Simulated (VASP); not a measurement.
# BaTiO3 (P4mm) in VASP: further runs

One crystal, BaTiO3, is run at these levels: PBE; tasks: single point.

All numbers are computed with VASP 6.6.1; they aren't measurements. Logs are shortened: lines on timing, memory, paths and dates and some standing lists are left out, and cuts for length are marked.

## Step 1: The crystal as given

Symmetry: P4mm, No. 99, tetragonal system. Conventional cell: a = 4.000 Å, b = 4.000 Å, c = 4.018 Å, α = 90.00°, β = 90.00°, γ = 90.00°. Ba (site symmetry 4mm) is surrounded by 12 O at 2.79 to 2.88 Å. Around Ti (site symmetry 4mm) lie 6 O at 1.89 to 2.13 Å. O (site symmetry 2mm) is surrounded by 2 Ti at 2.00 Å. O (site symmetry 4mm) is surrounded by 2 Ti at 1.89 to 2.13 Å.

## Step 2: Single point, PBE

INCAR

```
SYSTEM = BaTiO3
PREC = Accurate ; ENCUT = 460
EDIFF = 1E-5 ; ISMEAR = 0
SIGMA = 0.05 ; LREAL = .False.
LASPH = .True. ; NELM = 100
ALGO = Normal ; ISIF = 2
LWAVE = .False. ; LCHARG = .False.
GGA = PE ; NBANDS = 28
ADDGRID = .False.
```

KPOINTS

```
regular mesh
0
Gamma
  5 5 5
  0 0 0
```

POSCAR

```
BaTiO3
1.0
    3.9998000000      0.0000000000      0.0000000000
    0.0000000000      3.9998000000      0.0000000000
    0.0000000000      0.0000000000      4.0180000000
Ba Ti O
1 1 3
Direct
    0.0050340000     -0.0151990000     -0.0081960000
    0.5109990000      0.5026790000      0.4796360000
   -0.0079330000      0.4990990000      0.5319510000
    0.5087000000     -0.0034200000      0.5100070000
    0.5274750000      0.4823970000      0.0100750000
```

Potentials or basis: VASP PAW PBE potentials, release 64 (Ba_sv, Ti_sv, O).

Launch:

```sh
$ cat potpaw_PBE.64/Ba_sv/POTCAR potpaw_PBE.64/Ti_sv/POTCAR potpaw_PBE.64/O/POTCAR > POTCAR
$ mpirun -np 1 vasp_std > vasp.out
```

OUTCAR:

```text
SYSTEM = BaTiO3
   PREC = Accurate
   ENCUT = 460
   EDIFF = 1E-5
   ISMEAR = 0
   LREAL = .False.
   LASPH = .True.
   NELM = 100
   ISIF = 2
   GGA = PE

 Found     63 irreducible k-points:

 Following reciprocal coordinates:
            Coordinates               Weight
  0.000000  0.000000  0.000000      1.000000
  0.200000  0.000000  0.000000      2.000000
  0.000000  0.200000  0.000000      2.000000
  0.400000  0.000000  0.000000      2.000000
  0.000000  0.400000  0.000000      2.000000
  0.200000  0.200000  0.000000      2.000000
   k-points           NKPTS =     63   k-points in BZ     NKDIM =     63   number of bands    NBANDS=     28
   number of dos      NEDOS =    301   number of ions     NIONS =      5
   total plane-waves  NPLWV =  21952
   dimension x,y,z NGX =    28 NGY =   28 NGZ =   28
   dimension x,y,z NGXF=    56 NGYF=   56 NGZF=   56
   ions per type =               1   1   3
   NGX,Y,Z   is equivalent  to a cutoff of  11.64, 11.64, 11.59 a.u.
   NGXF,Y,Z  is equivalent  to a cutoff of  23.28, 23.28, 23.17 a.u.
 SYSTEM =  BaTiO3
   PREC   = accura    normal or accurate (medium, high low for compatibility)
   ISTART =      0    job   : 0-new  1-cont  2-samecut
   ICHARG =      2    charge: 1-file 2-atom 10-const
   ISPIN  =      1    spin polarized calculation?
   LNONCOLLINEAR =      F non collinear calculations
   LSORBIT =      F    spin-orbit coupling
   LASPH  =      T    aspherical Exc in radial PAW
   ENCUT  =  460.0 eV  33.81 Ry    5.81 a.u.   6.99  6.99  7.03*2*pi/ulx,y,z
   NELM   =    100;   NELMIN=  2; NELMDL= -5     # of ELM steps
   EDIFF  = 0.1E-04   stopping-criterion for ELM
   LREAL  =      F    real-space projection
   EDIFFG = 0.1E-03   stopping-criterion for IOM
   NSW    =      0    number of steps for IOM
   IBRION =     -1    ionic relax: 0-MD 1-quasi-New 2-CG
   NFREE  =      0    steps in history (QN), initial steepest desc. (CG)
   ISIF   =      2    stress and relaxation
   ISYM   =      2    0-nonsym 1-usesym 2-fastsym
   POTIM  = 0.5000    time-step for ionic-motion
   TEBEG  =    0.0;   TEEND  =   0.0 temperature during run
   PSTRESS=    0.0 pullay stress
   NELECT =      40.0000    total number of electrons
   NUPDOWN=      -1.0000    fix difference up-down
   EMIN   =  10.00;   EMAX   =-10.00  energy-range for DOS
   EFERMI =   0.00;   METHOD = LEGACY
   ISMEAR =     0;   SIGMA  =   0.05  broadening in eV -4-tet -1-fermi 0-gaus
   EFERMI_NEDOS =   21; number of points for ismear=-14 and -15
   IALGO  =     38    algorithm
   IMIX   =      4    mixing-type and parameters
     AMIX     =   0.40;   BMIX     =  1.00
     AMIX_MAG =   1.60;   BMIX_MAG =  1.00
  volume/ion in A,a.u.               =      12.86        86.76
  Fermi-wavevector in a.u.,A,eV,Ry     =   1.397653  2.641181 26.578078  1.953434
  Thomas-Fermi vector in A             =   2.520888
   LORBIT       =      0    0 simple, 1 ext, 2 COOP (PROOUT), +10 PAW based schemes
   GGA     = PE    functional components
   LHFCALC =     F    Hartree Fock is set to
   AEXX    =    0.0000 exact exchange contribution
   IVDW    =     0    specifies the selected vdW correction
   LEPSILON=     F    determine dielectric tensor
   LRPA    =     F    only Hartree local field effects (RPA)
 non-spin polarized calculation
 Gauss-broadening in eV      SIGMA  =   0.05
  energy-cutoff  :      460.00
  volume of cell :       64.28
 maximum number of plane-waves:      1450
   NGX = 13   NGY = 13   NGZ = 15

 number of electron      39.9999995 magnetization

 Free energy of the ion-electron system (eV)
  ---------------------------------------------------
  ext. energy  EPLUGINS =         0.00000000
  ---------------------------------------------------
  free energy    TOTEN  =       -39.88329939 eV

  energy without entropy =      -39.88329939  energy(sigma->0) =      -39.88329939

 E-fermi :   3.9870     XC(G=0): -11.2387

 val. band max:        3.6774048943   @ k =  -0.4000   0.4000   0.4000
 cond. band min:       5.6954950739   @ k =   0.0000   0.0000   0.0000
 fundamental gap:      2.0180901796
 Fermi energy:         3.9869842280

 k-point     1 :       0.0000    0.0000    0.0000
  band No.  band energies     occupation
      1     -52.7250      2.00000
      2     -28.9669      2.00000
      3     -28.9516      2.00000
      4     -28.9396      2.00000
      5     -21.0027      2.00000
      6     -13.0797      2.00000
[... 20 lines left out ...]
     27       8.9577      0.00000
     28      11.0769      0.00000

 k-point     2 :       0.2000    0.0000    0.0000
  band No.  band energies     occupation
      1     -52.7248      2.00000
      2     -28.9703      2.00000
      3     -28.9654      2.00000
      4     -28.9389      2.00000
      5     -20.9620      2.00000
      6     -13.1216      2.00000
[... 20 lines left out ...]
     27       9.6458      0.00000
     28      11.9734      0.00000

 k-point     3 :       0.0000    0.2000    0.0000
  band No.  band energies     occupation
      1     -52.7248      2.00000
      2     -28.9663      2.00000
      3     -28.9578      2.00000
      4     -28.9509      2.00000
      5     -20.9612      2.00000
      6     -13.1298      2.00000
[... 20 lines left out ...]
     27       9.6332      0.00000
     28      11.9607      0.00000

 k-point     4 :       0.4000    0.0000    0.0000
  band No.  band energies     occupation
      1     -52.7242      2.00000
      2     -28.9983      2.00000
      3     -28.9649      2.00000
      4     -28.9378      2.00000
      5     -20.8944      2.00000
      6     -13.2774      2.00000
[... 20 lines left out ...]
     27      11.0931      0.00000
     28      12.1482      0.00000

 k-point     5 :       0.0000    0.4000    0.0000
  band No.  band energies     occupation
      1     -52.7242      2.00000
      2     -28.9873      2.00000
      3     -28.9650      2.00000
      4     -28.9497      2.00000
      5     -20.8924      2.00000
      6     -13.2991      2.00000
[... 20 lines left out ...]
     27      11.0373      0.00000
     28      12.0568      0.00000

 k-point     6 :       0.2000    0.2000    0.0000
  band No.  band energies     occupation
      1     -52.7244      2.00000
      2     -28.9695      2.00000
      3     -28.9647      2.00000
      4     -28.9569      2.00000
      5     -20.9253      2.00000
      6     -13.0912      2.00000
[... 20 lines left out ...]
     27      10.3229      0.00000
     28      12.1404      0.00000

 [... further k-points ...]

------------------------ aborting loop because EDIFF is reached ----------------------------------------

  FORCE on cell =-STRESS in cart. coord.  units (eV):
  Direction    XX          YY          ZZ          XY          YZ          ZX
  --------------------------------------------------------------------------------------
  -------------------------------------------------------------------------------------
  Total        1.4226470      1.5063120      1.8521025      0.0439746     -0.0276915     -0.0558000
  in kB       35.4585715     37.5438690     46.1624774      1.0960392     -0.6901926     -1.3907803
  external PRESSURE =      39.7216393 kB  Pullay stress =       0.0000000 kB

 VOLUME and BASIS-vectors are now :
 -----------------------------------------------------------------------------
  energy-cutoff  :      460.00
  volume of cell :       64.28
      direct lattice vectors                 reciprocal lattice vectors
     3.999800000  0.000000000  0.000000000     0.250012501  0.000000000  0.000000000
     0.000000000  3.999800000  0.000000000     0.000000000  0.250012501  0.000000000
     0.000000000  0.000000000  4.018000000     0.000000000  0.000000000  0.248880040

 POSITION                                       TOTAL-FORCE (eV/Angst)
 -----------------------------------------------------------------------------------
      0.02013      3.93901      3.98507         0.135457      0.362344      0.146851
      2.04389      2.01062      1.92718         0.297527     -0.201992      0.063193
      3.96807      1.99630      2.13738         0.645298     -0.073849     -0.688248
      2.03470      3.98612      2.04921        -0.353784     -0.364789     -0.226212
      2.10979      1.92949      0.04048        -0.724498      0.278285      0.704416
 -----------------------------------------------------------------------------------
    total drift:                               -0.000181      0.000156      0.000369

  FREE ENERGIE OF THE ION-ELECTRON SYSTEM (eV)
  ---------------------------------------------------
  free  energy   TOTEN  =       -39.8832993919 eV

  energy  without entropy=      -39.8832993919  energy(sigma->0) =      -39.88329939
```

Wall time 66 s (1 thread of Intel Xeon Platinum 8488C (Sapphire Rapids), shared host); peak memory 0.22 GiB.

These settings aren't checked as converged: the numbers below hold their error.

Results:

| Property | Result |
| --- | --- |
| Free energy | -39.8833 eV |
| Pressure | 4.0 GPa |
| Largest force | 1.048 eV/Å |
| Band gap on the k mesh | 2.02 eV, indirect (least direct gap 2.16 eV) |

Caveat: the cutoff is under 1.25 times the usual one of these potentials, so pressure, stress and relaxed cells hold a basis-set (Pulay) error; spin-orbit coupling is left out, which moves the levels of the heavy elements; an odd mesh through Γ misses points on the zone boundary, where band edges often lie.

## Step 3: Single point, PBE

INCAR, as its differences from that of step 2:

```diff
@@ -2,3 +2,3 @@
 PREC = Accurate ; ENCUT = 460
-EDIFF = 1E-5 ; ISMEAR = 0
+EDIFF = 1E-6 ; ISMEAR = 0
 SIGMA = 0.05 ; LREAL = .False.
```

KPOINTS is that of step 2.

POSCAR

```
BaTiO3
1.0
    3.9998000000      0.0000000000      0.0000000000
    0.0000000000      3.9998000000      0.0000000000
    0.0000000000      0.0000000000      4.0180000000
Ba Ti O
1 1 3
Direct
    0.0000000000      0.0000000000      0.0000000000
    0.5000000000      0.5000000000      0.4900000000
    0.0000000000      0.5000000000      0.5170000000
    0.5000000000      0.0000000000      0.5170000000
    0.5000000000      0.5000000000      0.0190000000
```

Potentials or basis: VASP PAW PBE potentials, release 64 (Ba_sv, Ti_sv, O).

Launch:

```sh
$ cat potpaw_PBE.64/Ba_sv/POTCAR potpaw_PBE.64/Ti_sv/POTCAR potpaw_PBE.64/O/POTCAR > POTCAR
$ mpirun -np 1 vasp_std > vasp.out
```

Run time: 26 s. Hardware: 1 thread of Intel Xeon Platinum 8488C (Sapphire Rapids), shared host; peak memory 0.17 GiB.

These settings aren't checked as converged: the numbers below hold their error.

Results:

```
Free energy            : -39.9891 eV
Pressure               : 3.4 GPa
Largest force          : 0.280 eV/Å
Band gap on the k mesh : 1.93 eV, indirect (least direct gap 2.06 eV)
```

Caveat: the cutoff is under 1.25 times the usual one of these potentials, so pressure, stress and relaxed cells hold a basis-set (Pulay) error; spin-orbit coupling is left out, which moves the levels of the heavy elements; an odd mesh through Γ misses points on the zone boundary, where band edges often lie.

## Step 4: Single point, PBE

INCAR is that of step 3.

KPOINTS is that of step 3.

POSCAR

```
BaTiO3
1.0
    3.9998000000      0.0000000000      0.0000000000
    0.0000000000      3.9998000000      0.0000000000
    0.0000000000      0.0000000000      4.0180000000
Ba Ti O
1 1 3
Direct
    0.0050340000     -0.0151990000     -0.0081960000
    0.5109990000      0.5026790000      0.4796360000
   -0.0079330000      0.4990990000      0.5319510000
    0.5087000000     -0.0034200000      0.5100070000
    0.5274750000      0.4823970000      0.0100750000
```

Launch:

```sh
$ cat potpaw_PBE.64/Ba_sv/POTCAR potpaw_PBE.64/Ti_sv/POTCAR potpaw_PBE.64/O/POTCAR > POTCAR
$ mpirun -np 1 vasp_std > vasp.out
```

It took 79 s on 1 thread of Intel Xeon Platinum 8488C (Sapphire Rapids), shared host; peak memory 0.22 GiB.

The run converged, but some of its settings lie outside the range that counts as converged, so its numbers aren't taken as properties of the crystal.

Results:

```yaml
Free_energy: -39.8833 eV
Pressure: 4.0 GPa
Largest_force: 1.049 eV/Å
Band_gap_on_the_k_mesh: 2.02 eV, indirect (least direct gap 2.15 eV)
```

Caveat: the cutoff is under 1.25 times the usual one of these potentials, so pressure, stress and relaxed cells hold a basis-set (Pulay) error; spin-orbit coupling is left out, which moves the levels of the heavy elements; an odd mesh through Γ misses points on the zone boundary, where band edges often lie.

## Step 5: Single point, PBE

INCAR

```
SYSTEM = BaTiO3
PREC = Accurate ; ENCUT = 460
EDIFF = 1E-7 ; ISMEAR = 0
SIGMA = 0.05 ; LREAL = .False.
LASPH = .True. ; NELM = 100
ALGO = Normal ; ISIF = 2
LWAVE = .False. ; LCHARG = .False.
GGA = PE ; NBANDS = 28
ADDGRID = .True.
```

KPOINTS is that of step 4.

POSCAR

```
BaTiO3
1.0
    3.9998000000      0.0000000000      0.0000000000
    0.0000000000      3.9998000000      0.0000000000
    0.0000000000      0.0000000000      4.0180000000
Ba Ti O
1 1 3
Direct
    0.0000000000      0.0000000000      0.0000000000
    0.5000000000      0.5000000000      0.4900000000
    0.0000000000      0.5000000000      0.5170000000
    0.5000000000      0.0000000000      0.5170000000
    0.5000000000      0.5000000000      0.0190000000
```

Launch:

```sh
$ cat potpaw_PBE.64/Ba_sv/POTCAR potpaw_PBE.64/Ti_sv/POTCAR potpaw_PBE.64/O/POTCAR > POTCAR
$ mpirun -np 1 vasp_std > vasp.out
```

Run time: 40 s. Hardware: 1 thread of Intel Xeon Platinum 8488C (Sapphire Rapids), shared host; peak memory 0.24 GiB.

The run converged, but some of its settings lie outside the range that counts as converged, so its numbers aren't taken as properties of the crystal.

Results:

```yaml
Free_energy: -39.9890 eV
Pressure: 3.4 GPa
Largest_force: 0.280 eV/Å
Band_gap_on_the_k_mesh: 1.93 eV, indirect (least direct gap 2.06 eV)
```

Caveat: the cutoff is under 1.25 times the usual one of these potentials, so pressure, stress and relaxed cells hold a basis-set (Pulay) error; spin-orbit coupling is left out, which moves the levels of the heavy elements; an odd mesh through Γ misses points on the zone boundary, where band edges often lie.
